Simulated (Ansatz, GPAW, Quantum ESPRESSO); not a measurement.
## The valence band of ZrO2 as photoemission sees it

Wanted: projected DOS of ZrO2, weighted into photoemission and X-ray emission spectra, at several levels of theory.

From the literature, measured:
- Band energy, valence band maximum below the Fermi level, linear extrapolation of XPS valence band edge: 1.53 eV (XPS valence band; pure t-ZrO2 powder with surface defects; linear extrapolation of XPS edge; defective, non-stoichiometric surface; Fermi level position depends on defects and charge compensation). “Insights Into the Sunlight-Driven Water Oxidation by Ce and Er-Doped ZrO2”, 2018, pmc:6113700.

Program: Ansatz 0.2.0, Quantum ESPRESSO 7.5 and GPAW 26.7.0. Level of theory: DFT, PBE, plane-wave PAW, default files, scalar-relativistic, in the first sound run; inputs show where later runs differ. Results are calculated unless marked as measured.

This is a report of a sequence of runs, with most program output left out.

## (1) Set-up

It takes space group P4_2/nmc (No. 137, tetragonal). Conventional cell: a = 3.596 Å, b = 3.596 Å, c = 5.177 Å, α = 90.00°, β = 90.00°, γ = 90.00°. Zr has 8 O at 2.08 to 2.37 Å nearest. O has 4 Zr at 2.08 to 2.37 Å nearest. Farther neighbours and most contacts between anions are not listed.

## (2) Self-consistent run, DOS and bands

First the ground state, then the DOS by atom and shell, which the cross sections turn into spectra. The DOS is taken on a denser mesh than the density.

The input, input.yaml:

```yaml
crystal:
  lattice:
    - [3.5961, 0.0, 0.0]
    - [0.0, 3.5961, 0.0]
    - [0.0, 0.0, 5.177]
  atoms:
    - { symbol: Zr, position: [0.5, 0.5, 0.5] }
    - { symbol: Zr, position: [0.0, 0.0, 0.0] }
    - { symbol: O, position: [0.5, 0.0, 0.797] }
    - { symbol: O, position: [0.5, 0.0, 0.297] }
    - { symbol: O, position: [0.0, 0.5, 0.703] }
    - { symbol: O, position: [0.0, 0.5, 0.203] }
kpoints:
  mp_grid: { grid: [8, 8, 6] }
  band_path:
    path:
      - [[0.0, 0.0, 0.0], [0.0, 0.5, 0.0], [0.5, 0.5, 0.0], [0.0, 0.0, 0.0], [0.0, 0.0, 0.5], [0.0, 0.5, 0.5], [0.5, 0.5, 0.5], [0.0, 0.0, 0.5]]
      - [[0.0, 0.5, 0.0], [0.0, 0.5, 0.5]]
      - [[0.5, 0.5, 0.0], [0.5, 0.5, 0.5]]
    npoints: 10
scf:
  occupations: { method: fermi_dirac, width: 0.02 }
  n_extra_bands: 16
hamiltonian:
  xc: pbe
  pseudopotentials: { kind: paw }
output:
  forces: true
  stress: true
  dos:
    projected: true
    de: 0.05
    e_range: [-36, 12]
    nscf_kmesh: { grid: [12, 12, 8] }
  fatbands: true
```

Started as:

```bash
ansatz run input.yaml --threads 4 --pin off --max-ram 12288MiB --backend cpu --events-out ev --progress --plain --runs-dir out
```

Wall time 12 s (4 threads of Intel Xeon Platinum 8488C (Sapphire Rapids), shared host); peak memory 0.58 GiB.

This step gave:

```yaml
free_energy: -10647.8042 eV
fermi_energy: 13.35 eV
symmetry_operations: 16
pressure: 5.276 GPa
gap_on_the_k_mesh: 4.020 eV
zero_of_energy: valence-band maximum
share_of_occupied_states_in_no_projected_shell: 0.0042 of the occupied states in the window
gap_on_the_path: 4.013 eV
least_direct_gap_on_the_path: 4.130 eV
valence_top_on_path: 0.0071 eV
```

Electronic bands along the path, in eV, zero at the valence-band maximum; v1 is the highest filled band, c1 the lowest empty one:

```csv
point,v4,v3,v2,v1,c1,c2,c3,c4
Γ,-0.54,-0.11,-0.11,-0.11,4.02,4.54,5.13,5.27
halfway,-1.04,-0.71,-0.21,-0.02,4.71,4.81,4.83,5.34
X,-1.44,-1.44,-0.11,-0.11,4.44,4.44,5.39,5.39
halfway,-0.71,-0.71,-0.31,-0.31,4.90,4.90,5.19,5.19
M,-0.85,-0.85,-0.29,-0.29,5.13,5.13,5.34,5.34
halfway,-0.96,-0.23,-0.19,-0.01,4.82,5.09,5.15,5.19
Γ,-0.54,-0.11,-0.11,-0.11,4.02,4.54,5.13,5.27
halfway,-0.81,-0.81,-0.07,-0.07,4.18,4.77,5.06,5.20
Z,-0.49,-0.49,-0.02,-0.02,4.59,4.59,5.16,5.16
halfway,-1.24,-0.84,-0.74,-0.42,4.55,4.82,5.01,5.21
R,-1.27,-1.27,-0.90,-0.90,4.56,4.56,4.82,4.82
halfway,-0.98,-0.98,-0.74,-0.74,4.93,4.93,5.17,5.17
A,-1.38,-1.38,-0.03,-0.03,5.18,5.18,5.58,5.58
halfway,-1.32,-1.32,-0.43,-0.43,4.74,4.74,5.34,5.34
Z,-0.49,-0.49,-0.02,-0.02,4.59,4.59,5.16,5.16
jump to X,-1.44,-1.44,-0.11,-0.11,4.44,4.44,5.39,5.39
halfway,-1.63,-1.63,-0.47,-0.47,4.51,4.51,5.10,5.10
R,-1.27,-1.27,-0.90,-0.90,4.56,4.56,4.82,4.82
jump to M,-0.85,-0.85,-0.29,-0.29,5.13,5.13,5.34,5.34
halfway,-1.15,-1.15,-0.12,-0.12,5.15,5.15,5.46,5.46
A,-1.38,-1.38,-0.03,-0.03,5.18,5.18,5.58,5.58
```

Of the projections kept (Zr s, Zr d, O p, not projected), the largest for each band there; the rest of the weight can lie on other orbitals:

```csv
point,v4,v3,v2,v1,c1,c2,c3,c4
Γ,O p 0.81,O p 0.98,O p 0.98,O p 0.95,Zr d 1.00,Zr d 0.71,Zr d 0.81,Zr d 1.00
X,O p 0.86,O p 0.86,O p 0.94,O p 0.94,Zr d 0.92,Zr d 0.92,Zr d 0.81,Zr d 0.81
M,O p 0.80,O p 0.80,O p 0.91,O p 0.91,Zr d 0.81,Zr d 0.81,Zr d 0.82,Zr d 0.82
Γ,O p 0.81,O p 0.98,O p 0.98,O p 0.95,Zr d 1.00,Zr d 0.71,Zr d 0.81,Zr d 1.00
Z,O p 0.93,O p 0.93,O p 0.98,O p 0.98,Zr d 1.00,Zr d 1.00,Zr d 0.76,Zr d 0.76
R,O p 0.93,O p 0.93,O p 0.96,O p 0.96,Zr d 0.95,Zr d 0.95,Zr d 0.94,Zr d 0.94
```

The DOS has structure finer than the step of the table below, so its rows give means over 2 eV, whole bins alone (the curve runs from -27.5 to 14.0 eV). Peaks (eV: height): total -25.8: 18.7, -25.4: 30.9, -15.7: 14.7, 5.3: 12.9; O 2p -4.0: 6.26, -3.4: 5.31, -0.9: 7.21, -0.2: 6.88; Zr 4d -4.0: 2.56, 5.3: 10.6, 6.6: 5.67, 8.2: 4.02; Zr 5s -25.8: 0.198, -16.5: 0.438, 7.8: 0.423, 10.6: 0.452; Zr 5p -15.7: 0.852, -4.0: 0.113.

Table of DOS by E, zero at the valence-band maximum; means over each step; values in states/eV/cell:

```csv
E (eV),total,O 2p,Zr 4d,Zr 5s,Zr 5p,O 2s,Zr 4p
-26,6.00,0.133,0.0273,0.0266,0,0.143,5.67
-24,0,0,0,0,0,0,0
-22,0,0,0,0,0,0,0
-20,0,0,0,0,0,0,0
-18,0.115,3.1e-4,6.7e-4,0.0366,0.00330,0.0738,0
-16,3.89,0.0124,0.387,0.175,0.187,3.12,0
-14,0,0,0,0,0,0,0
-12,0,0,0,0,0,0,0
-10,0,0,0,0,0,0,0
-8,0,0,0,0,0,0,0
-6,0.0352,0.0228,0.00957,0.00255,8.4e-5,1.3e-4,0
-4,4.34,3.10,1.05,0.0985,0.0463,0.0228,0
-2,4.53,3.79,0.509,0.0742,0.0519,0.0569,0
0,3.10,2.81,0.207,0.0156,0.0208,0.0176,0
2,0,0,0,0,0,0,0
4,1.98,0.179,1.75,0.0113,8.5e-4,0.0178,0
6,3.34,0.389,2.64,0.0331,0.00374,0.182,0
8,4.13,0.895,2.66,0.129,0.00822,0.213,0
10,1.54,0.319,0.537,0.318,0.00182,0.0449,0
12,0.944,0.0342,0.0326,0.171,4.3e-4,0.00787,0
```

Sums over each group's atoms; a table of it gives point samples, which can step over narrow peaks. DOS of the group against E, zero at the valence-band maximum; values in states/eV:

```csv
E (eV),O3: O 2p,Zr1: Zr 4d,Zr1: Zr 5s,Zr1: Zr 5p,O3: O 2s,Zr1: Zr 4p
-26,0.107,0.0467,0.0553,0,0.373,0.254
-24,0,0,0,0,0,0
-22,0,0,0,0,0,0
-20,0,0,0,0,0,0
-18,0,0,0,0,0,0
-16,0.0154,0.864,0.135,0.316,5.42,0
-14,0,0,0,0,0,0
-12,0,0,0,0,0,0
-10,0,0,0,0,0,0
-8,0,0,0,0,0,0
-6,0,0,0,0,0,0
-4,4.91,2.01,0.0855,0.0847,0.0179,0
-2,2.81,0.404,0.0585,0.0377,0.0583,0
0,2.02,0.0521,0.00302,0.0113,0.0101,0
2,0,0,0,0,0,0
4,0.00102,0.0404,1.8e-5,2.0e-6,0,0
6,0,0,0,0,0,0
8,1.00,3.03,0.152,0.00949,0.229,0
10,0.220,0.286,0.429,0.00194,0.0569,0
12,0.0264,0.0245,0.143,4.3e-4,0.00582,0
```

Simulated valence spectra by photon energy, shown to 13 eV, since a deeper line would dwarf them at some energies; the 100 % can be that line's tail at the edge; this run's widths, added to any smearing of the DOS itself: Gaussian 0.45 eV, Lorentzian 0.2 eV plus 0.03 an eV of depth. The intensity by binding energy, zero at the valence-band maximum; values in % of the maximum within 13 eV:

```csv
binding energy (eV),21.2 eV,150 eV,1486.7 eV,5414.7 eV
-1.0,2.91,3.01,2.81,4.82
-0.5,6.94,7.25,4.83,6.73
0.0,44.8,47.7,21.8,21.5
0.5,95.9,99.1,51.7,49.7
1.0,99.0,98.3,63.0,63.2
1.5,85.3,84.1,59.1,64.7
2.0,63.5,62.1,49.2,60.4
2.5,63.9,61.4,51.8,67.1
3.0,76.8,70.3,66.1,82.2
3.5,88.1,73.7,83.9,94.0
4.0,96.4,74.2,99.3,99.6
4.5,57.1,43.6,61.2,67.1
5.0,18.7,14.7,21.7,28.9
5.5,5.74,4.80,7.91,12.6
6.0,2.77,2.53,4.94,9.32
6.5,1.76,1.76,4.10,8.64
7.0,1.25,1.38,3.79,8.60
7.5,0.942,1.17,3.72,8.86
8.0,0.741,1.05,3.79,9.31
8.5,0.600,0.984,3.95,9.93
9.0,0.497,0.964,4.21,10.7
9.5,0.419,0.980,4.57,11.7
10.0,0.358,1.03,5.03,12.9
10.5,0.310,1.12,5.63,14.4
11.0,0.272,1.26,6.42,16.3
11.5,-,1.47,7.46,18.8
12.0,-,1.77,8.90,22.2
12.5,-,2.23,11.0,26.9
```

Maxima picked by a test of local sharpness, so broad peaks and shoulders can be missing; peaks within 0.45 eV of a curve's cut are left out. Valence peaks, by row:

```csv
photon energy (eV),binding energy (eV),height (% of the maximum within 13 eV),main shell,its share (%)
21.2,4.007,96.9,O 2p,60.78
21.2,0.9073,100,O 2p,84.41
150,25.56,48.65,Zr 4p,83.84
150,15.91,124,O 2s,97.48
150,4.007,74.42,O 2p,89.21
150,3.457,74.02,O 2p,90.82
150,0.8073,100,O 2p,95.7
150,0.6073,99.9,O 2p,96.28
1487,25.56,1741,Zr 4p,98.73
1487,15.91,496.1,O 2s,92.46
1487,4.057,100,Zr 4d,77.19
1487,1.007,63.13,Zr 4d,51.12
5415,25.56,5715,Zr 4p,99.15
5415,15.91,1071,O 2s,93.18
5415,4.007,100,Zr 4d,62.7
5415,1.607,65.04,Zr 4d,36.86
```

The intensity has structure finer than the step of the table below, so its rows give means over 1 eV, whole bins alone (the curve runs from -27.5 to 1.47 eV). Peaks (eV: height): Zr L-beta2 -16.0: 30.7, -3.8: 100.0; O K -4.0: 69.9, -0.4: 99.7; O K, E along x -3.4: 72.8, -0.9: 98.6; O K, E along y -3.4: 72.8, -0.9: 98.6; O K, E along z -4.1: 72.1, -0.3: 114.

Shapes are the site's partial DOS without matrix elements, which overweights lines from ligand s bands. Intensity against emission energy less the core level's binding energy, zero at the valence-band maximum; means over each step; values in % of the unpolarised maximum:

```csv
emission energy less the core level's binding energy (eV),Zr L-beta2,O K,"O K, E along x","O K, E along y","O K, E along z"
-27,1.44,0.383,0.388,0.388,0.373
-26,2.34,1.80,1.84,1.84,1.72
-25,2.16,1.65,1.79,1.79,1.39
-24,1.51,0.343,0.367,0.367,0.295
-23,1.35,0.142,0.149,0.149,0.127
-22,1.49,0.0906,0.0940,0.0940,0.0837
-21,1.88,0.0724,0.0744,0.0744,0.0685
-20,2.64,0.0667,0.0680,0.0680,0.0642
-19,4.23,0.0684,0.0692,0.0692,0.0668
-18,8.22,0.0827,0.0831,0.0831,0.0820
-17,18.8,0.179,0.177,0.177,0.183
-16,29.1,0.295,0.289,0.289,0.309
-15,18.1,0.146,0.145,0.145,0.149
-14,8.22,0.112,0.112,0.112,0.112
-13,4.83,0.125,0.125,0.125,0.124
-12,3.70,0.149,0.149,0.149,0.148
-11,3.45,0.185,0.186,0.186,0.184
-10,3.76,0.241,0.241,0.241,0.240
-9,4.64,0.329,0.330,0.330,0.328
-8,6.49,0.486,0.486,0.486,0.485
-7,10.5,0.812,0.811,0.811,0.814
-6,21.2,1.84,1.83,1.83,1.84
-5,53.3,14.1,13.6,13.6,15.1
-4,94.7,61.3,61.4,61.4,60.9
-3,82.8,63.9,65.9,65.9,60.0
-2,63.3,59.9,60.9,60.9,57.8
-1,52.8,91.0,92.4,92.4,88.4
0,29.2,49.0,44.0,44.0,59.0
```

Sums over each group's atoms; left-over states aren't shared out by site. Site centres, by row:

```csv
group,element,shell,occupied states,centre of occupied part (eV),centre up to the window's top (eV)
Zr1,Zr,5s,0.8578,-11.09,2.598
Zr1,Zr,4p,11.34,-25.57,-25.57
Zr1,Zr,5p,0.6187,-10.78,-9.885
Zr1,Zr,4d,4.38,-5.581,3.9
O3,O,2s,6.862,-16.03,-13.11
O3,O,2p,19.74,-2.458,-0.8747
```

Shapes are the site's partial DOS without matrix elements, which overweights lines from ligand s bands. Emission peaks, by row:

```csv
line,energy (eV),height (%)
Zr L-beta2,-16.01,30.68
Zr L-beta2,-3.807,100
O K,-4.057,70.18
O K,-3.407,68.95
O K,-2.907,64.56
O K,-0.9073,96.99
O K,-0.4073,100
"O K, E along x",-4.007,69.57
"O K, E along x",-3.457,72.81
"O K, E along x",-2.907,65.92
"O K, E along x",-0.9073,98.75
"O K, E along x",-0.4573,93.67
"O K, E along y",-4.007,69.57
"O K, E along y",-3.457,72.81
"O K, E along y",-2.907,65.92
"O K, E along y",-0.9073,98.75
"O K, E along y",-0.4573,93.67
"O K, E along z",-4.107,72.52
"O K, E along z",-3.407,61.24
"O K, E along z",-2.807,62.3
"O K, E along z",-0.3573,114.5
```

Recipe: projected DOS times atomic cross section and asymmetry factor (linear light, 0° from the polarisation), occupied states only, Fermi edge at 300 K, a Lorentzian width of 0.2 eV growing by 0.03 eV per eV of binding energy, and a resolution of 0.45 eV. Curves are cut 10 eV under the photon energy, above any shell that the free atom's threshold puts out of reach, or at the lower edge of the window: 11.2 eV at 21.2 eV, 27.6 eV at 150 eV, 27.6 eV at 1486.7 eV and 27.6 eV at 5414.7 eV. Matrix elements of the solid and inelastic losses aren't modelled, nor non-dipole terms, which matter above 3 keV.

Share of each shell in the spectrum's area (%), by photon energy:

```csv
shell,21.2 eV,150 eV,1486.7 eV,5414.7 eV
Zr 4p,0.0,10.9,72.1,81.8
Zr 4d,23.7,3.2,5.6,1.6
O 2s,0.0,33.2,19.7,14.8
O 2p,76.3,52.3,1.9,0.3
```

Cross sections used, in Mb an electron:

```csv
shell,21.2 eV,150 eV,1486.7 eV,5414.7 eV
Zr 4p,-,0.056,0.0024,1.1e-4
Zr 4d,5.5,0.047,5.6e-4,6.9e-6
O 2s,-,0.15,9.4e-4,2.4e-5
O 2p,2.7,0.098,6.3e-5,4.6e-7
```

At this lattice the functional leaves a pressure of 5.3 GPa, which widens the bands against the functional's own equilibrium.

## (3) With spin–orbit coupling

This step: DFT, PBE, plane-wave PAW, default files, with spin-orbit coupling (Ansatz 0.2.0).

Spin–orbit coupling splits and shifts levels of heavy atoms, so the bands are solved again with spinors.

Edit input.yaml of step 2 so:

```diff
@@ -22,6 +22,6 @@
   occupations: { method: fermi_dirac, width: 0.02 }
-  n_extra_bands: 16
+  n_extra_bands: 32
 hamiltonian:
   xc: pbe
-  pseudopotentials: { kind: paw }
+  pseudopotentials: { kind: paw_fr }
 output:
@@ -34,2 +34,6 @@
     nscf_kmesh: { grid: [12, 12, 8] }
+    method: { smearing: { sigma: 0.08, scheme: gaussian } }
   fatbands: true
+magnetization:
+  noncollinear: true
+  spin_orbit: true
```

The job ended after 64 s (4 threads; peak memory 1.2 GiB; 4.2 min of CPU time).

This step gave:

| Quantity | Value |
| --- | --- |
| free energy | -10649.5188 eV |
| pressure | 5.268 GPa |
| gap on the k-mesh | 4.021 eV |
| least direct gap on the path | 4.115 eV |
| valence top on path | 0.0085 eV |

The electronic bands at the labelled points (eV, zero at the valence-band maximum; v1 is the highest filled band, c1 the lowest empty one):

```csv
point,v4,v3,v2,v1,c1,c2,c3,c4
Γ,-0.10,-0.10,-0.09,-0.09,4.02,4.02,4.54,4.54
halfway,-0.21,-0.21,-0.02,-0.02,4.71,4.71,4.81,4.81
X,-0.11,-0.11,-0.11,-0.11,4.44,4.44,4.44,4.44
halfway,-0.32,-0.32,-0.30,-0.30,4.89,4.89,4.90,4.90
M,-0.29,-0.29,-0.29,-0.29,5.13,5.13,5.13,5.13
halfway,-0.20,-0.20,-0.01,-0.01,4.82,4.82,5.09,5.09
Γ,-0.10,-0.10,-0.09,-0.09,4.02,4.02,4.54,4.54
halfway,-0.07,-0.07,-0.06,-0.06,4.18,4.18,4.77,4.77
Z,-0.02,-0.02,-0.02,-0.02,4.59,4.59,4.59,4.59
halfway,-0.74,-0.74,-0.42,-0.42,4.55,4.55,4.81,4.81
R,-0.90,-0.90,-0.90,-0.90,4.56,4.56,4.56,4.56
halfway,-0.75,-0.75,-0.73,-0.73,4.91,4.91,4.95,4.95
A,-0.03,-0.03,-0.03,-0.03,5.17,5.17,5.17,5.17
halfway,-0.43,-0.43,-0.43,-0.43,4.73,4.73,4.74,4.74
Z,-0.02,-0.02,-0.02,-0.02,4.59,4.59,4.59,4.59
jump to X,-0.11,-0.11,-0.11,-0.11,4.44,4.44,4.44,4.44
halfway,-0.47,-0.47,-0.47,-0.47,4.51,4.51,4.51,4.51
R,-0.90,-0.90,-0.90,-0.90,4.56,4.56,4.56,4.56
jump to M,-0.29,-0.29,-0.29,-0.29,5.13,5.13,5.13,5.13
halfway,-0.12,-0.12,-0.12,-0.12,5.15,5.15,5.15,5.15
A,-0.03,-0.03,-0.03,-0.03,5.17,5.17,5.17,5.17
```

Of the projections kept (Zr s, Zr d, O p, not projected), the largest for each band there; the rest of the weight can lie on other orbitals:

```csv
point,v4,v3,v2,v1,c1,c2,c3,c4
Γ,O p 0.98,O p 0.98,O p 0.96,O p 0.96,Zr d 1.00,Zr d 1.00,Zr d 0.71,Zr d 0.71
X,O p 0.94,O p 0.94,O p 0.94,O p 0.94,Zr d 0.92,Zr d 0.92,Zr d 0.92,Zr d 0.92
M,O p 0.91,O p 0.91,O p 0.91,O p 0.91,Zr d 0.82,Zr d 0.82,Zr d 0.82,Zr d 0.82
Γ,O p 0.98,O p 0.98,O p 0.96,O p 0.96,Zr d 1.00,Zr d 1.00,Zr d 0.71,Zr d 0.71
Z,O p 0.98,O p 0.98,O p 0.98,O p 0.98,Zr d 1.00,Zr d 1.00,Zr d 1.00,Zr d 1.00
R,O p 0.96,O p 0.96,O p 0.96,O p 0.96,Zr d 0.95,Zr d 0.95,Zr d 0.95,Zr d 0.95
```

Side by side:

```csv
quantity,this run,base run,difference
gap on the path (eV),4.0126,4.0132,-6.0e-4
least direct gap on the path (eV),4.1155,4.1302,-0.0147
gap on the k-mesh (eV),4.0211,4.0203,7.2e-4
```

At this level the gap is 4.01 eV on the path.

The path shows an indirect gap of 4.01 eV (valence top between M and Γ, conduction bottom at Γ). The least direct gap is 4.12 eV.

(Continued in part 2 of 3.)

[Logs are printed without paths, hosts, clocks, repeated set-up lines and the standing remarks that a program may print on its own settings, such as how far it seeks lower states.]

[Hosts, paths, dates, database ids (printed as entryN), source tags and the programs' standing remarks are cut or masked in the printed files.]

[Maps of the electrostatic potential energy from Ansatz leave out the sawtooth potential of an applied field or a dipole correction, so their vacuum need not be flat; work functions include it.]

[Peak lists hold at most the 14 tallest peaks of each spectrum; further lines can be left out.]
